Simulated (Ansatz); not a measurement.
# In in Ansatz: the effect of functional

Crystal: In.

```
CELL_PARAMETERS angstrom
3.40090 0.00000 0.00000
-1.70045 2.94527 0.00000
0.00000 0.00000 5.61719
ATOMIC_POSITIONS crystal
In 0.66667 0.33333 0.75000
In 0.33333 0.66667 0.25000
```

This isn't the form of In at room conditions, which is tetragonal.

The cell isn't the ideal one: volume scaled by 1.06.

Alike in all runs:

- Program: Ansatz 0.2.0
- Task: single point
- Potentials or basis: Ansatz PAW
- k mesh: 9 × 9 × 5
- Occupations: fermi-dirac, width 0.05 eV
- Spin: no spin polarisation

```csv
functional,cutoff,pressure (GPa)
LDA,420 eV (not typed: the program's choice for these potentials),-4.3
PBEsol,420 eV (not typed: the program's choice for these potentials),?
r2SCAN,500 eV (not typed: the program's choice for these potentials),-2.2
```

Q: What does the run with functional PBEsol give?

A: Pressure -3.0 GPa.

Caveats: the PAW data sets come from PBE, with cores solved anew for the run's functional, which leaves a small shift of forces and pressure.
